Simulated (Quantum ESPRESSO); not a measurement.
Set up this calculation in Quantum ESPRESSO 7.5, as the native input.

* Task: single point
* Functional: PBEsol
* Potentials or basis: GBRV 1.5 PBEsol
* Cutoff: 762 eV
* Density cutoff: 6095 eV
* k mesh: 10 × 10 × 6
* Occupations: fermi-dirac, width 0.05 eV
* Spin: no spin polarisation
* Hubbard terms: Ta d U = 2 eV
* Hubbard projectors: atomic
* Mixing beta: 0.3
* Most SCF iterations: 120
* SCF threshold: 6e-10 Ry

Ta2N:

```
Ta N
1.0
     3.11286    0.00000    0.00000
    -1.55643    2.69582    0.00000
     0.00000    0.00000    4.86984
Ta N
2 1
Direct
  0.33333 0.66667 0.25471
  0.66667 0.33333 0.74529
  0.00000 0.00000 0.00000
```

The cell comes from a database or a generator and needn't be the stable form of this composition.

The input as run:

pw.in

```
&CONTROL
  calculation = 'scf'
  prefix = 'pwscf'
  outdir = './tmp'
  pseudo_dir = './pseudo'
  tprnfor = .true.
  tstress = .true.
  disk_io = 'nowf'
/
&SYSTEM
  ibrav = 0
  A = 3.11286151
  nat = 3
  ntyp = 2
  ecutwfc = 56
  ecutrho = 448
  nbnd = 26
  occupations = 'smearing'
  smearing = 'fd'
  degauss = 0.00367493
/
&ELECTRONS
  conv_thr = 6d-10
  electron_maxstep = 120
  mixing_beta = 0.3
/
ATOMIC_SPECIES
Ta   180.9479 ta_pbesol_v1.uspp.F.UPF
N     14.0070 n_pbesol_v1.2.uspp.F.UPF
CELL_PARAMETERS alat
   0.9999999987    0.0000000000    0.0000000000
  -0.4999999994    0.8660254027    0.0000000000
   0.0000000000    0.0000000000    1.5644258456
ATOMIC_POSITIONS alat
Ta     0.0000000000    0.5773502685    0.3984764716
Ta     0.4999999994    0.2886751342    1.1659493740
N      0.0000000000    0.0000000000    0.0000000000
K_POINTS automatic
10 10 6 0 0 0
HUBBARD {atomic}
U Ta-5d 2.0
```

Potentials or basis: GBRV 1.5 PBEsol.

The run is started by

```bash
$ OMP_NUM_THREADS=1 mpirun -n 2 pw.x -nk 2 -in pw.in > pw.out
```

It gave:

The pressure is -12.3 GPa and the largest force is 0.301 eV/Å. The band gap on the k mesh is none (metal or under the smearing width).

Caveat: U without spin polarisation on a metal has little footing.

It took 38 s on 2 MPI ranks on Arm Neoverse V1, on a shared host, peak memory 0.48 GiB a rank.
